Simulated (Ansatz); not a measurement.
Level of theory: DFT PBE, scalar-relativistic, plane waves, PAW (Ansatz). Settings: cutoff 420 eV, Γ-centred meshes spaced at most about 0.3 Å⁻¹, and about 0.25 Å⁻¹ or finer for metals (2π included), Gaussian smearing. No spin polarisation.

Temperature and zero-point effects are left out.

Compare these two cells of Bi2Te3, each relaxed at this level.

A. Space group R-3m (No. 166), trigonal, a = 4.447 Å, c = 32.169 Å. Bi is surrounded by 3 Te at 3.09 Å and 3 Te at 3.29 Å; around Te on a site of symmetry -3m lie 6 Bi at 3.29 Å; Te on a site of symmetry 3m is surrounded by 3 Bi at 3.09 Å.

B. Space group R-3m (No. 166), trigonal, a = 4.469 Å, c = 29.570 Å. Around Bi lie 3 Te at 3.14 Å and 3 Bi at 3.42 Å; Te on a site of symmetry -3m has 6 Te at 3.27 Å; Te on a site of symmetry 3m has 3 Bi at 3.14 Å and 3 Te at 3.27 Å.

**Question.** Which placement of the atoms is lower in energy, and by how much?

**Answer.** A is lower, by 253 meV/atom. The two share one framework of sites and differ in which element sits where. A has the tetradymite type, space group R-3m (No. 166), 36.7 Å³/atom and a gap of 0.55 eV on its mesh; B has space group R-3m (No. 166), 34.1 Å³/atom and no gap. Counting Te atoms around Bi (those within 1.25 times the shortest such distance or 1.15 times the sum of covalent radii, 1.27 where that leaves under three), A has Bi 6 and B has Bi 3. Origin: A, reached from a cell as deposited in COD, among other starts; B, reached from a cell as deposited in COD.

Weakly bound directions are ill-defined at this level, which has no dispersion term (R-3m at 36.7 Å³/atom), and this can change margins and order among such cells. These runs have no spin–orbit coupling, which can matter for Bi and Te. Kohn–Sham gaps at this level usually fall short of measured ones. The missing spin–orbit coupling can work the other way here.
